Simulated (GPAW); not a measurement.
Runs of GPAW 26.7.0 on TiTe. The structure is cubic, space group Fm-3m (No. 225). The conventional cell has a = 6.100 Å, b = 6.100 Å, c = 6.100 Å, α = 90.00°, β = 90.00°, γ = 90.00°. Ti (site symmetry m-3m) has 6 Te at 3.05 Å as nearest neighbours. Te (site symmetry m-3m) has 6 Ti at 3.05 Å as nearest neighbours. The cell comes from a database or a generator and needn't be the stable form of this composition.

| level | potentials or basis | spin | U | fixed moment (μB) | gap on the mesh (eV) | pressure (GPa) | moment (μB) |
| --- | --- | --- | --- | --- | --- | --- | --- |
| LDA+U | the program's PAW data sets (release 1.2.1) made for this functional, pw | collinear, ferromagnetic start | Ti d U = 7 eV | 1.0 | - | -9.4 | 1.00 |
| r2SCAN+U | GPAW PAW data sets (gpaw-data 1.2.1), pw | collinear, ferromagnetic start | Ti d U = 5 eV | 3.0 | - | (b) | 3.00 |
| LDA+U | the program's PAW data sets (release 1.2.1) made for this functional, pw | collinear, zero start | Ti d U = 7 eV | - | none | -12.9 | (a) |
| r2SCAN+U | GPAW PAW data sets (gpaw-data 1.2.1), pw | collinear, ferromagnetic start | Ti d U = 3 eV | - | none | -4.4 | 2.00 |

Alike in all rows: task single point; cell as given; k mesh 5 × 5 × 5; cutoff (eV) 600; smearing gaussian 0.05 eV.

Q: Fill in the values left out.

A: (a) 0.00; (b) 0.5.

Caveats: the U is typed as a test and isn't derived for this compound; the total moment is fixed, so each spin has its own Fermi level (some runs); the PAW data sets were made with another functional, which shifts forces and pressure a little (some runs).

A k mesh can miss the band edges, and the runs leave out spin-orbit coupling on Te.

A gap of «none» marks a metal or a gap under the smearing width.
